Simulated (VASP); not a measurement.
Input of a VASP 6.6.1 run:

INCAR

```
PREC     = Accurate       # precision mode
ENCUT    = 600            # plane-wave cutoff, eV
EDIFF    = 1E-7           # SCF threshold, eV
ISMEAR   = 0              # smearing method
SIGMA    = 0.03           # smearing width, eV
LREAL    = False          # projectors in reciprocal space
LASPH    = True           # aspherical terms in the spheres
NELM     = 80             # most SCF steps
ALGO     = Normal         # electronic algorithm
ISIF     = 2              # what is computed and relaxed
LWAVE    = False          # write WAVECAR
LCHARG   = False          # write CHGCAR
METAGGA  = R2SCAN         # meta-GGA
LMIXTAU  = True         
IBRION   = 2              # ionic algorithm
NSW      = 40             # ionic steps
EDIFFG   = -0.01          # ionic threshold
```

KPOINTS

```
Automatic mesh
0
Gamma
  12 12 12
```

File POSCAR:

```
SiC                                     
1.0
   -0.0000000000      2.0524241416      2.0524241416
    2.0524241416     -0.0000000000      2.0524241416
    2.0524241416      2.0524241416     -0.0000000000
  Si              C             
     1     1
Direct
     0.0000000000000000    0.0000000000000000    0.0000000000000000
     0.5000000000000000    0.5000000000000000    0.5000000000000000
```

Potentials or basis: VASP PAW PBE potentials, release 64 (Si, C).

Command:

```bash
$ cat potpaw_PBE.64/Si/POTCAR potpaw_PBE.64/C/POTCAR > POTCAR
$ mpirun -np 1 vasp_std > vasp.out
```

**Question.** What does it give for the band gap on the k mesh?

**Answer.** None (metal or under the smearing width).

Final structure:
```xyz
2
Lattice="0.0000 2.0524 2.0524 2.0524 0.0000 2.0524 2.0524 2.0524 0.0000" Properties=species:S:1:pos:R:3 pbc="T T T"
Si    0.0000    0.0000    0.0000
C     2.0524    2.0524    2.0524
```

Caveat: the relaxation stopped at its first step, so nothing moved.
